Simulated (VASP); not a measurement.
# NaCl (Fm-3m) in VASP: notebook, part 2 of 2

VASP 6.6.1. The steps go on from the part before.

### Step 3. Single point, PBE

Contents of INCAR:

```
PREC     = Accurate       # precision mode
ENCUT    = 500            # plane-wave cutoff, eV
EDIFF    = 1E-6           # SCF threshold, eV
ISMEAR   = 0              # smearing method
SIGMA    = 0.02           # smearing width, eV
LREAL    = F              # projectors in reciprocal space
LASPH    = T              # aspherical terms in the spheres
NELM     = 100            # most SCF steps
ALGO     = Normal         # electronic algorithm
ISIF     = 2              # what is computed and relaxed
LWAVE    = F              # write WAVECAR
LCHARG   = F              # write CHGCAR
GGA      = PE             # functional
NBANDS   = 15             # bands
```

Contents of KPOINTS:

```
Automatic mesh
0
Gamma
  4 4 4
```

Contents of POSCAR:

```
NaCl
1.0
    0.0000000000      2.7940632177      2.7940632177
    2.7940632177      0.0000000000      2.7940632177
    2.7940632177      2.7940632177      0.0000000000
Cl Na
1 1
Direct
    0.5000000000      0.5000000000      0.5000000000
    0.0000000000      0.0000000000      0.0000000000
```

Potentials or basis: VASP PAW PBE potentials, release 64 (Cl_GW, Na_sv_GW).

Run with:

```sh
cat potpaw_PBE.64/Cl_GW/POTCAR potpaw_PBE.64/Na_sv_GW/POTCAR > POTCAR
mpirun -np 1 vasp_std > vasp.out
```

OUTCAR:

```text
PREC = Accurate
   ENCUT = 500
   EDIFF = 1E-6
   ISMEAR = 0
   LREAL = F
   LASPH = T
   NELM = 100
   ISIF = 2
   GGA = PE

 ion  position               nearest neighbor table
   1  0.500  0.500  0.500-
   2  0.000  0.000  0.000-

  LATTYP: Found a face centered cubic cell.
 ALAT       =     5.5881264354

  Lattice vectors:

 A1 = (   0.0000000000,   2.7940632177,   2.7940632177)
 A2 = (   2.7940632177,   0.0000000000,   2.7940632177)
 A3 = (   2.7940632177,   2.7940632177,   0.0000000000)

Analysis of symmetry for initial positions (statically):
=====================================================================
 Subroutine PRICEL returns:
 Original cell was already a primitive cell.

 Routine SETGRP: Setting up the symmetry group for a
 face centered cubic supercell.

 Subroutine GETGRP returns: Found 48 space group operations
 (whereof 48 operations were pure point group operations)
 out of a pool of 48 trial point group operations.

The static configuration has the point symmetry O_h .

Analysis of symmetry for dynamics (positions and initial velocities):
=====================================================================
 Subroutine PRICEL returns:
 Original cell was already a primitive cell.

 Routine SETGRP: Setting up the symmetry group for a
 face centered cubic supercell.

 Subroutine GETGRP returns: Found 48 space group operations
 (whereof 48 operations were pure point group operations)
 out of a pool of 48 trial point group operations.

The dynamic configuration has the point symmetry O_h .

 Subroutine INISYM returns: Found 48 space group operations
 (whereof 48 operations are pure point group operations),
 and found     1 'primitive' translations

----------------------------------------------------------------------------------------

                                     Primitive cell

  volume of cell :      43.6253

  direct lattice vectors                    reciprocal lattice vectors
     0.000000000  2.794063218  2.794063218    -0.178950854  0.178950854  0.178950854
     2.794063218  0.000000000  2.794063218     0.178950854 -0.178950854  0.178950854
     2.794063218  2.794063218  0.000000000     0.178950854  0.178950854 -0.178950854

  length of vectors
     3.951402097  3.951402097  3.951402097     0.309951972  0.309951972  0.309951972

  position of ions in fractional coordinates (direct lattice)
     0.500000000  0.500000000  0.500000000
     0.000000000  0.000000000  0.000000000

  ion indices of the primitive-cell ions
   primitive index   ion index
                 1           1
                 2           2

----------------------------------------------------------------------------------------

 KPOINTS: Automatic mesh

Automatic generation of k-mesh.
 Grid dimensions read from file:
 generate k-points for:    4    4    4

 Generating k-lattice:

  Cartesian coordinates                     Fractional coordinates (reciprocal lattice)
    -0.044737714  0.044737714  0.044737714     0.250000000  0.000000000  0.000000000
     0.044737714 -0.044737714  0.044737714     0.000000000  0.250000000  0.000000000
     0.044737714  0.044737714 -0.044737714     0.000000000  0.000000000  0.250000000

  Length of vectors
[... 21 lines left out ...]
   number of dos      NEDOS =    301   number of ions     NIONS =      2
   total plane-waves  NPLWV =  27000
   dimension x,y,z NGX =    30 NGY =   30 NGZ =   30
   dimension x,y,z NGXF=    60 NGYF=   60 NGZF=   60
   ions per type =               1   1
   NGX,Y,Z   is equivalent  to a cutoff of  12.62, 12.62, 12.62 a.u.
   NGXF,Y,Z  is equivalent  to a cutoff of  25.24, 25.24, 25.24 a.u.
 SYSTEM =  unknown system
   PREC   = accura    normal or accurate (medium, high low for compatibility)
   ISTART =      0    job   : 0-new  1-cont  2-samecut
   ICHARG =      2    charge: 1-file 2-atom 10-const
   ISPIN  =      1    spin polarized calculation?
   LNONCOLLINEAR =      F non collinear calculations
   LSORBIT =      F    spin-orbit coupling
   LASPH  =      T    aspherical Exc in radial PAW
   ENCUT  =  500.0 eV  36.75 Ry    6.06 a.u.   7.20  7.20  7.20*2*pi/ulx,y,z
   NELM   =    100;   NELMIN=  2; NELMDL= -5     # of ELM steps
   EDIFF  = 0.1E-05   stopping-criterion for ELM
   LREAL  =      F    real-space projection
   EDIFFG = 0.1E-04   stopping-criterion for IOM
   NSW    =      0    number of steps for IOM
   IBRION =     -1    ionic relax: 0-MD 1-quasi-New 2-CG
   NFREE  =      0    steps in history (QN), initial steepest desc. (CG)
   ISIF   =      2    stress and relaxation
   ISYM   =      2    0-nonsym 1-usesym 2-fastsym
   POTIM  = 0.5000    time-step for ionic-motion
   TEBEG  =    0.0;   TEEND  =   0.0 temperature during run
   PSTRESS=    0.0 pullay stress
   NELECT =      16.0000    total number of electrons
   NUPDOWN=      -1.0000    fix difference up-down
   EMIN   =  10.00;   EMAX   =-10.00  energy-range for DOS
   EFERMI =   0.00;   METHOD = LEGACY
   ISMEAR =     0;   SIGMA  =   0.02  broadening in eV -4-tet -1-fermi 0-gaus
   EFERMI_NEDOS =   21; number of points for ismear=-14 and -15
   IALGO  =     38    algorithm
   IMIX   =      4    mixing-type and parameters
     AMIX     =   0.40;   BMIX     =  1.00
     AMIX_MAG =   1.60;   BMIX_MAG =  1.00
  volume/ion in A,a.u.               =      21.81       147.20
  Fermi-wavevector in a.u.,A,eV,Ry     =   1.171841  2.214458 18.683667  1.373211
  Thomas-Fermi vector in A             =   2.308278
   LORBIT       =      0    0 simple, 1 ext, 2 COOP (PROOUT), +10 PAW based schemes
   GGA     = PE    functional components
   LHFCALC =     F    Hartree Fock is set to
   AEXX    =    0.0000 exact exchange contribution
   IVDW    =     0    specifies the selected vdW correction
   LEPSILON=     F    determine dielectric tensor
   LRPA    =     F    only Hartree local field effects (RPA)
 non-spin polarized calculation
 Gauss-broadening in eV      SIGMA  =   0.02
  energy-cutoff  :      500.00
  volume of cell :       43.63
 maximum number of plane-waves:      1124
 NGX is ok and might be reduce to    30
   NGX = 15   NGY = 15   NGZ = 15

 number of electron      16.0000008 magnetization

 Free energy of the ion-electron system (eV)
  ---------------------------------------------------
  ext. energy  EPLUGINS =         0.00000000
  ---------------------------------------------------
  free energy    TOTEN  =        -8.84590113 eV

  energy without entropy =       -8.84590113  energy(sigma->0) =       -8.84590113

 E-fermi :  -0.5634     XC(G=0):  -8.3866

 val. band max:       -0.7748942556   @ k =   0.0000   0.0000   0.0000
 cond. band min:       4.4473022848   @ k =   0.0000   0.0000   0.0000
 fundamental gap:      5.2221965404
 Fermi energy:        -0.5634435757

 k-point     1 :       0.0000    0.0000    0.0000
  band No.  band energies     occupation
      1     -49.6072      2.00000
      2     -21.5433      2.00000
      3     -21.5433      2.00000
      4     -21.5433      2.00000
      5     -13.4968      2.00000
      6      -0.7749      2.00000
      7      -0.7749      2.00000
      8      -0.7749      2.00000
      9       4.4473      0.00000
     10      10.2843      0.00000
     11      10.2843      0.00000
     12      10.2843      0.00000
     13      12.3880      0.00000
     14      12.3880      0.00000
[... 113 lines left out ...]
      2     -21.5595      2.00000
      3     -21.5595      2.00000
      4     -21.5553      2.00000
      5     -13.0659      2.00000
      6      -2.0152      2.00000
      7      -2.0152      2.00000
      8      -1.5628      2.00000
      9       8.1450      0.00000
     10       8.9684      0.00000
     11       8.9684      0.00000
     12      10.6773      0.00000
     13      15.0772      0.00000
     14      15.0772      0.00000
     15      15.4971      0.00000

------------------------ aborting loop because EDIFF is reached ----------------------------------------

  FORCE on cell =-STRESS in cart. coord.  units (eV):
  Direction    XX          YY          ZZ          XY          YZ          ZX
  --------------------------------------------------------------------------------------
  -------------------------------------------------------------------------------------
  Total        0.3619855      0.3619855      0.3619855     -0.0000000      0.0000000     -0.0000000
  in kB       13.2942251     13.2942251     13.2942251     -0.0000000      0.0000000     -0.0000000
  external PRESSURE =      13.2942251 kB  Pullay stress =       0.0000000 kB

 VOLUME and BASIS-vectors are now :
 -----------------------------------------------------------------------------
  energy-cutoff  :      500.00
  volume of cell :       43.63
      direct lattice vectors                 reciprocal lattice vectors
     0.000000000  2.794063218  2.794063218    -0.178950854  0.178950854  0.178950854
     2.794063218  0.000000000  2.794063218     0.178950854 -0.178950854  0.178950854
     2.794063218  2.794063218  0.000000000     0.178950854  0.178950854 -0.178950854

 POSITION                                       TOTAL-FORCE (eV/Angst)
 -----------------------------------------------------------------------------------
      2.79406      2.79406      2.79406        -0.000000      0.000000      0.000000
      0.00000      0.00000      0.00000         0.000000     -0.000000     -0.000000
 -----------------------------------------------------------------------------------
    total drift:                               -0.000000      0.000000      0.000000

  FREE ENERGIE OF THE ION-ELECTRON SYSTEM (eV)
  ---------------------------------------------------
  free  energy   TOTEN  =        -8.8459011275 eV

  energy  without entropy=       -8.8459011275  energy(sigma->0) =       -8.84590113
```

It took 4.3 s on 1 thread of Intel Xeon 6975P-C (Granite Rapids), shared host; peak memory 0.16 GiB.

What came out:

```yaml
Free_energy: -8.8459 eV
Pressure: 1.3 GPa
Band_gap_on_the_k_mesh: 5.22 eV, direct
```

Caveat: the k mesh is coarse (spacing up to 0.49 Å⁻¹), so the values aren't converged.

### Step 4. The reference run

An earlier run on the cell as given: functional PBE; potentials or basis VASP PAW PBE potentials, release 64 (Cl, Na_pv); cutoff 520 eV; k mesh 8 × 8 × 8; occupations fermi-dirac, width 0.05 eV; no spin polarisation.

- Pressure: 1.5 GPa
- Band gap on the k mesh: 5.22 eV, direct

### Step 5. The runs side by side

```tsv
potentials or basis	k mesh	cutoff (eV)	smearing	mesh quality	gap on the mesh (eV)	pressure (GPa)
VASP PAW PBE potentials, release 64 (Cl_GW, Na_sv_GW)	3 × 3 × 3	400	gaussian 0.02 eV	coarse	5.21	-
VASP PAW PBE potentials, release 64 (Cl_GW, Na_sv_GW)	4 × 4 × 4	500	gaussian 0.02 eV	coarse	5.22	1.3
VASP PAW PBE potentials, release 64 (Cl, Na_pv)	8 × 8 × 8	520	fermi-dirac 0.05 eV	not flagged	5.22	1.5
```

Alike in all rows: task single point; level PBE; no spin polarisation; cell as given.

Caveats: some runs use coarse meshes; the cutoff is under 1.25 times the usual one of these potentials, so pressure, stress and relaxed cells hold a basis-set (Pulay) error (some runs).

Total energies depend on the potentials used, so only differences within one code and one set of settings carry meaning.
